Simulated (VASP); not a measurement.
Write the native input for VASP 6.6.1 that does the following.

```
Task                   : relaxation of cell and atoms
Functional             : LDA
Potentials or basis    : VASP PAW LDA potentials, release 64 (Se, Zn)
Cutoff                 : 600 eV
k mesh                 : 5 × 5 × 4
Occupations            : fermi-dirac, width 0.05 eV
Spin                   : no spin polarisation
Target pressure        : 2 GPa
Further INCAR settings : ALGO = Normal; EDIFF = 1e-06; IBRION = 2; EDIFFG = -0.01; NSW = 40; ISIF = 3
Target pressure        : 2 GPa
```

The structure of ZnSe lies in POSCAR:

```
ZnSe
1.0
    4.1077020000      0.0000000000      0.0000000000
    0.0000000000      4.1077020000      0.0000000000
    0.0000000000      0.0000000000      6.0703500000
Se Zn
2 2
Direct
    0.5000000000      0.0000000000      0.7537200000
    0.0000000000      0.5000000000      0.2462800000
    0.5000000000      0.5000000000      0.0000000000
    0.0000000000      0.0000000000      0.0000000000
```

Measurements of this composition are mostly on another form, of space group No. 216.

These files were run (other wordings do the same):

INCAR

```
SYSTEM = ZnSe
ALGO     = Normal         ! electronic algorithm
EDIFF    = 1E-6           ! SCF threshold, eV
EDIFFG   = -0.01          ! ionic threshold
ENCUT    = 600            ! plane-wave cutoff, eV
IBRION   = 2              ! ionic algorithm
ISIF     = 3              ! what is computed and relaxed
ISMEAR   = -1             ! smearing method
LASPH    = .True.         ! aspherical terms in the spheres
LCHARG   = .False.        ! write CHGCAR
LREAL    = .False.        ! projectors in reciprocal space
LWAVE    = .False.        ! write WAVECAR
NELM     = 80             ! most SCF steps
NSW      = 40             ! ionic steps
PREC     = Accurate       ! precision mode
PSTRESS  = 20           
SIGMA    = 0.05           ! smearing width, eV
```

KPOINTS

```
k-points
0
Gamma
  5 5 4
  0 0 0
```

Potentials or basis: VASP PAW LDA potentials, release 64 (Se, Zn).

Command:

```bash
$ cat potpaw_LDA.64/Se/POTCAR potpaw_LDA.64/Zn/POTCAR > POTCAR
$ mpirun -np 1 vasp_std > vasp.out
```

It gave:

```json
{
  "Relaxed volume": "19.57 Å³/atom",
  "Relaxed cell": "a = 3.981 Å, b = 3.981 Å, c = 4.938 Å, α = 90.00°, β = 90.00°, γ = 90.00°",
  "Space group after relaxing (to 0.05 Å)": "P4/nmm (No. 129)",
  "Energy change on relaxing (the enthalpy is what falls)": "-40.1 meV/atom",
  "Ionic steps": "17",
  "Pressure after relaxing": "2.0 GPa",
  "Largest force after relaxing": "0.010 eV/Å",
  "Band gap on the k mesh": "1.25 eV, direct"
}
```

Caveat: the cell is relaxed towards a set pressure, so the enthalpy falls and the energy may rise; the volume moved by over 15 % at a fixed basis, so the end points are rough; an odd mesh through Γ misses points on the zone boundary, where band edges often lie.

Wall time 5.5 min on 1 thread of Intel(R) Xeon(R) Platinum 8375C CPU @ 2.90GHz (Ice Lake) (shared host), peak memory 0.23 GiB.
